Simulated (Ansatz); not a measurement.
Ti3Al under changes of volume

One of the cells (17.120 Å³/atom); the others are scaled copies at fixed shape and fractional positions:

```
Ti Al
1.0
     2.92754    0.00000    0.00000
    -1.46377    2.53533    0.00000
     0.00000    0.00000    9.22636
Ti Al
3 1
Direct
  0.33333 0.66667 0.24941
  0.33333 0.66667 0.75059
  0.66667 0.33333 0.00000
  0.66667 0.33333 0.50000
```

The cell comes from a database or a generator and needn't be the stable form of this composition.

| Property | Result |
| --- | --- |
| Program | Ansatz 0.2.0 |
| Functional | PBE |
| Potentials or basis | Ansatz PAW |
| Cutoff | 420 eV (not typed: the program's choice for these potentials) |
| k mesh | 10 × 10 × 3 |
| Occupations | fermi-dirac, width 0.05 eV |
| Spin | no spin polarisation |

```tsv
volume (Å³/atom)	energy over the lowest point (meV/atom)	pressure (GPa)	largest force (eV/Å)
16.093	25.08	8.0	0.038
16.435	11.15	5.2	0.024
16.778	2.96	2.6	0.011
17.120	0.00	0.3	0.003
17.463	1.79	-1.8	0.016
17.805	?	?	?
18.147	17.93	-5.5	0.041
```

Question: What does the run at 17.805 Å³/atom give?

Answer: Energy over the lowest point 7.90 meV/atom; pressure -3.8 GPa; largest force 0.029 eV/Å.

Worked out: A Birch-Murnaghan fit of order 3 (a polynomial in V^(-2/3)) to the other rows has its minimum at 17.16 Å³/atom with B0 = V·E''(V) = 110 GPa and B' = 3.8 at fixed shape and positions, which overstates the stiffness. It gives 7.90 meV/atom at 17.805 Å³/atom, against the run's 7.90, and -dE/dV = -3.8 GPa, against -3.8.

Energies are extrapolated to zero smearing.
